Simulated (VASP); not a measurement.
# RbBr (Pm-3m) in VASP: notebook, part 2 of 2

VASP 6.6.1.

## Step 4: Single point, r2SCAN

The input, INCAR:

```
PREC     = Accurate       # precision mode
ENCUT    = 300            # plane-wave cutoff, eV
EDIFF    = 1E-6           # SCF threshold, eV
ISMEAR   = 0              # smearing method
SIGMA    = 0.05           # smearing width, eV
LREAL    = F              # projectors in reciprocal space
LASPH    = T              # aspherical terms in the spheres
NELM     = 100            # most SCF steps
ALGO     = Normal         # electronic algorithm
ISIF     = 2              # what is computed and relaxed
LWAVE    = F              # write WAVECAR
LCHARG   = F              # write CHGCAR
METAGGA  = R2SCAN         # meta-GGA
LMIXTAU  = T            
ADDGRID  = F
```

The input, KPOINTS:

```
Automatic mesh
0
Gamma
  2 2 2
```

The input, POSCAR:

```
RbBr
1.0
    4.1260773000      0.0000000000      0.0000000000
    0.0000000000      4.1260773000      0.0000000000
    0.0000000000      0.0000000000      4.1260773000
Rb Br
1 1
Direct
    0.0000000000      0.0000000000      0.0000000000
    0.5000000000      0.5000000000      0.5000000000
```

Potentials or basis: VASP PAW PBE potentials, release 64 (Rb_sv, Br).

Started as:

```
cat potpaw_PBE.64/Rb_sv/POTCAR potpaw_PBE.64/Br/POTCAR > POTCAR
mpirun -np 1 vasp_std > vasp.out
```

OUTCAR:

```text
PREC = Accurate
   ENCUT = 300
   EDIFF = 1E-6
   ISMEAR = 0
   LREAL = F
   LASPH = T
   NELM = 100
   ISIF = 2
   METAGGA = R2SCAN

 Found      4 irreducible k-points:

 Following reciprocal coordinates:
            Coordinates               Weight
  0.000000  0.000000  0.000000      1.000000
  0.500000  0.000000  0.000000      3.000000
  0.500000  0.500000  0.000000      3.000000
  0.500000  0.500000  0.500000      1.000000
   k-points           NKPTS =      4   k-points in BZ     NKDIM =      4   number of bands    NBANDS=     12
   number of dos      NEDOS =    301   number of ions     NIONS =      2
   total plane-waves  NPLWV =  13824
   dimension x,y,z NGX =    24 NGY =   24 NGZ =   24
   dimension x,y,z NGXF=    48 NGYF=   48 NGZF=   48
   ions per type =               1   1
   NGX,Y,Z   is equivalent  to a cutoff of   9.67,  9.67,  9.67 a.u.
   NGXF,Y,Z  is equivalent  to a cutoff of  19.34, 19.34, 19.34 a.u.
 SYSTEM =  unknown system
   PREC   = accura    normal or accurate (medium, high low for compatibility)
   ISTART =      0    job   : 0-new  1-cont  2-samecut
   ICHARG =      2    charge: 1-file 2-atom 10-const
   ISPIN  =      1    spin polarized calculation?
[... 67 lines left out ...]
      4     -10.4166      2.00000
      5     -10.4166      2.00000
      6      -1.0879      2.00000
      7      -1.0879      2.00000
      8      -1.0879      2.00000
      9       3.8155      0.00000
     10       5.0799      0.00000
     11       5.0799      0.00000
     12       9.6645      0.00000
[... 31 lines left out ...]
 k-point     4 :       0.5000    0.5000    0.5000
  band No.  band energies     occupation
      1     -26.9235      2.00000
      2     -13.6459      2.00000
      3     -10.6381      2.00000
      4     -10.6381      2.00000
      5     -10.6381      2.00000
      6      -2.2865      2.00000
      7      -2.2865      2.00000
      8      -2.2865      2.00000
      9       7.8474      0.00000
     10       7.8474      0.00000
     11       7.8474      0.00000
     12       9.1312      0.00000

------------------------ aborting loop because EDIFF is reached ----------------------------------------

  FORCE on cell =-STRESS in cart. coord.  units (eV):
  Direction    XX          YY          ZZ          XY          YZ          ZX
  --------------------------------------------------------------------------------------
  -------------------------------------------------------------------------------------
  Total        0.4783859      0.4783859      0.4783859      0.0000000      0.0000000     -0.0000000
  in kB       10.9113094     10.9113094     10.9113094      0.0000000      0.0000000     -0.0000000
  external PRESSURE =      10.9113094 kB  Pullay stress =       0.0000000 kB

 VOLUME and BASIS-vectors are now :
 -----------------------------------------------------------------------------
  energy-cutoff  :      300.00
  volume of cell :       70.24
      direct lattice vectors                 reciprocal lattice vectors
     4.126077300  0.000000000  0.000000000     0.242360947  0.000000000  0.000000000
     0.000000000  4.126077300  0.000000000     0.000000000  0.242360947  0.000000000
     0.000000000  0.000000000  4.126077300     0.000000000  0.000000000  0.242360947

 POSITION                                       TOTAL-FORCE (eV/Angst)
 -----------------------------------------------------------------------------------
      0.00000      0.00000      0.00000         0.000000      0.000000      0.000000
      2.06304      2.06304      2.06304         0.000000      0.000000      0.000000
 -----------------------------------------------------------------------------------
    total drift:                                0.000000      0.000000     -0.000000

  FREE ENERGIE OF THE ION-ELECTRON SYSTEM (eV)
  ---------------------------------------------------
  free  energy   TOTEN  =       -30.9020959596 eV

  energy  without entropy=      -30.9020959596  energy(sigma->0) =      -30.90209596
```

OSZICAR:

```text
N       E                     dE             d eps       ncg     rms          rms(c)
DAV:   1     0.465850311433E+02    0.46585E+02   -0.52895E+03    96   0.770E+02
DAV:   2    -0.313568931021E+02   -0.77942E+02   -0.74040E+02   148   0.168E+02
DAV:   3    -0.353371922907E+02   -0.39803E+01   -0.39697E+01   120   0.422E+01
[... 11 lines left out ...]
DAV:  15    -0.309019410946E+02   -0.34975E-03   -0.32270E-04    96   0.213E-01    0.817E-03
DAV:  16    -0.309018952077E+02    0.45887E-04   -0.20550E-04    96   0.172E-01    0.720E-03
DAV:  17    -0.309020871808E+02   -0.19197E-03   -0.63056E-05    96   0.973E-02    0.275E-03
DAV:  18    -0.309020951508E+02   -0.79700E-05   -0.69440E-06   104   0.263E-02    0.906E-04
DAV:  19    -0.309020959596E+02   -0.80882E-06   -0.58290E-07    68   0.834E-03
   1 F= -.30902096E+02 E0= -.30902096E+02  d E =-.445962E-11
```

It took 9 s on 1 thread of Intel Xeon 6975P-C (Granite Rapids), shared host; peak memory 0.13 GiB.

The run converged, but some of its settings lie outside the range that counts as converged, so its numbers aren't taken as properties of the crystal.

What came out:

```yaml
Free_energy: -30.9021 eV
Pressure: 1.1 GPa
Band_gap_on_the_k_mesh: 4.74 eV, indirect (least direct gap 4.90 eV)
```

Caveat: the k mesh is coarse (spacing up to 0.76 Å⁻¹), so the values aren't converged; the PAW data sets were made with another functional, which shifts forces and pressure a little.

## Step 5: Single point, r2SCAN

Changes to INCAR since step 4:

```diff
@@ -1,3 +1,3 @@
 PREC     = Accurate       # precision mode
-ENCUT    = 300            # plane-wave cutoff, eV
+ENCUT    = 350            # plane-wave cutoff, eV
 EDIFF    = 1E-6           # SCF threshold, eV
```

KPOINTS is that of step 4.

POSCAR is that of step 4.

Potentials or basis: VASP PAW PBE potentials, release 64 (Rb_sv, Br).

Started as:

```
cat potpaw_PBE.64/Rb_sv/POTCAR potpaw_PBE.64/Br/POTCAR > POTCAR
mpirun -np 1 vasp_std > vasp.out
```

OUTCAR:

```text
PREC = Accurate
   ENCUT = 350
   EDIFF = 1E-6
   ISMEAR = 0
   LREAL = F
   LASPH = T
   NELM = 100
   ISIF = 2
   METAGGA = R2SCAN

 Found      4 irreducible k-points:

 Following reciprocal coordinates:
            Coordinates               Weight
  0.000000  0.000000  0.000000      1.000000
  0.500000  0.000000  0.000000      3.000000
  0.500000  0.500000  0.000000      3.000000
  0.500000  0.500000  0.500000      1.000000
   k-points           NKPTS =      4   k-points in BZ     NKDIM =      4   number of bands    NBANDS=     12
   number of dos      NEDOS =    301   number of ions     NIONS =      2
   total plane-waves  NPLWV =  21952
   dimension x,y,z NGX =    28 NGY =   28 NGZ =   28
   dimension x,y,z NGXF=    56 NGYF=   56 NGZF=   56
   ions per type =               1   1
   NGX,Y,Z   is equivalent  to a cutoff of  11.28, 11.28, 11.28 a.u.
   NGXF,Y,Z  is equivalent  to a cutoff of  22.56, 22.56, 22.56 a.u.
 SYSTEM =  unknown system
   PREC   = accura    normal or accurate (medium, high low for compatibility)
   ISTART =      0    job   : 0-new  1-cont  2-samecut
   ICHARG =      2    charge: 1-file 2-atom 10-const
   ISPIN  =      1    spin polarized calculation?
[... 67 lines left out ...]
      4     -10.4160      2.00000
      5     -10.4160      2.00000
      6      -1.0886      2.00000
      7      -1.0886      2.00000
      8      -1.0886      2.00000
      9       3.8146      0.00000
     10       5.0802      0.00000
     11       5.0802      0.00000
     12       9.6644      0.00000
[... 31 lines left out ...]
 k-point     4 :       0.5000    0.5000    0.5000
  band No.  band energies     occupation
      1     -26.9233      2.00000
      2     -13.6466      2.00000
      3     -10.6375      2.00000
      4     -10.6375      2.00000
      5     -10.6375      2.00000
      6      -2.2871      2.00000
      7      -2.2871      2.00000
      8      -2.2871      2.00000
      9       7.8470      0.00000
     10       7.8470      0.00000
     11       7.8470      0.00000
     12       9.1313      0.00000

------------------------ aborting loop because EDIFF is reached ----------------------------------------

  FORCE on cell =-STRESS in cart. coord.  units (eV):
  Direction    XX          YY          ZZ          XY          YZ          ZX
  --------------------------------------------------------------------------------------
  -------------------------------------------------------------------------------------
  Total        0.4836539      0.4836539      0.4836539      0.0000000     -0.0000000     -0.0000000
  in kB       11.0314658     11.0314658     11.0314658      0.0000000     -0.0000000     -0.0000000
  external PRESSURE =      11.0314658 kB  Pullay stress =       0.0000000 kB

 VOLUME and BASIS-vectors are now :
 -----------------------------------------------------------------------------
  energy-cutoff  :      350.00
  volume of cell :       70.24
      direct lattice vectors                 reciprocal lattice vectors
     4.126077300  0.000000000  0.000000000     0.242360947  0.000000000  0.000000000
     0.000000000  4.126077300  0.000000000     0.000000000  0.242360947  0.000000000
     0.000000000  0.000000000  4.126077300     0.000000000  0.000000000  0.242360947

 POSITION                                       TOTAL-FORCE (eV/Angst)
 -----------------------------------------------------------------------------------
      0.00000      0.00000      0.00000         0.000000      0.000000      0.000000
      2.06304      2.06304      2.06304         0.000000      0.000000      0.000000
 -----------------------------------------------------------------------------------
    total drift:                               -0.000000      0.000000      0.000000

  FREE ENERGIE OF THE ION-ELECTRON SYSTEM (eV)
  ---------------------------------------------------
  free  energy   TOTEN  =       -30.9025727687 eV

  energy  without entropy=      -30.9025727687  energy(sigma->0) =      -30.90257277
```

OSZICAR:

```text
N       E                     dE             d eps       ncg     rms          rms(c)
DAV:   1     0.402260235991E+02    0.40226E+02   -0.55943E+03    96   0.872E+02
DAV:   2    -0.315093968323E+02   -0.71735E+02   -0.65202E+02   124   0.181E+02
DAV:   3    -0.353444373835E+02   -0.38350E+01   -0.38225E+01   124   0.445E+01
[... 11 lines left out ...]
DAV:  15    -0.309025560369E+02   -0.27611E-03   -0.21942E-04   112   0.150E-01    0.900E-03
DAV:  16    -0.309025253863E+02    0.30651E-04   -0.42802E-05   104   0.460E-02    0.530E-03
DAV:  17    -0.309025699987E+02   -0.44612E-04   -0.24530E-05    96   0.557E-02    0.165E-03
DAV:  18    -0.309025725636E+02   -0.25649E-05   -0.27887E-06    96   0.197E-02    0.941E-04
DAV:  19    -0.309025727687E+02   -0.20509E-06   -0.16059E-07    56   0.487E-03
   1 F= -.30902573E+02 E0= -.30902573E+02  d E =-.383385E-11
```

Run time: 12 s. Hardware: 1 thread of Intel Xeon 6975P-C (Granite Rapids), shared host; peak memory 0.15 GiB.

These settings aren't checked as converged: the numbers below hold their error.

What came out:

```
Free energy            : -30.9026 eV
Pressure               : 1.1 GPa
Band gap on the k mesh : 4.74 eV, indirect (least direct gap 4.90 eV)
```

Caveat: the k mesh is coarse (spacing up to 0.76 Å⁻¹), so the values aren't converged; the PAW data sets were made with another functional, which shifts forces and pressure a little.

## Step 6: Single point, r2SCAN

Changes to INCAR since step 5:

```diff
@@ -1,3 +1,3 @@
 PREC     = Accurate       # precision mode
-ENCUT    = 350            # plane-wave cutoff, eV
+ENCUT    = 400            # plane-wave cutoff, eV
 EDIFF    = 1E-6           # SCF threshold, eV
```

KPOINTS is that of step 5.

POSCAR is that of step 5.

Potentials or basis: VASP PAW PBE potentials, release 64 (Rb_sv, Br).

Started as:

```
cat potpaw_PBE.64/Rb_sv/POTCAR potpaw_PBE.64/Br/POTCAR > POTCAR
mpirun -np 1 vasp_std > vasp.out
```

Wall time 12 s (1 thread of Intel Xeon 6975P-C (Granite Rapids), shared host); peak memory 0.15 GiB.

The run converged, but some of its settings lie outside the range that counts as converged, so its numbers aren't taken as properties of the crystal.

Results:

| Quantity | Value |
| --- | --- |
| Free energy | -30.9031 eV |
| Pressure | 1.1 GPa |
| Band gap on the k mesh | 4.74 eV, indirect (least direct gap 4.90 eV) |

Caveat: the k mesh is coarse (spacing up to 0.76 Å⁻¹), so the values aren't converged; the PAW data sets were made with another functional, which shifts forces and pressure a little.
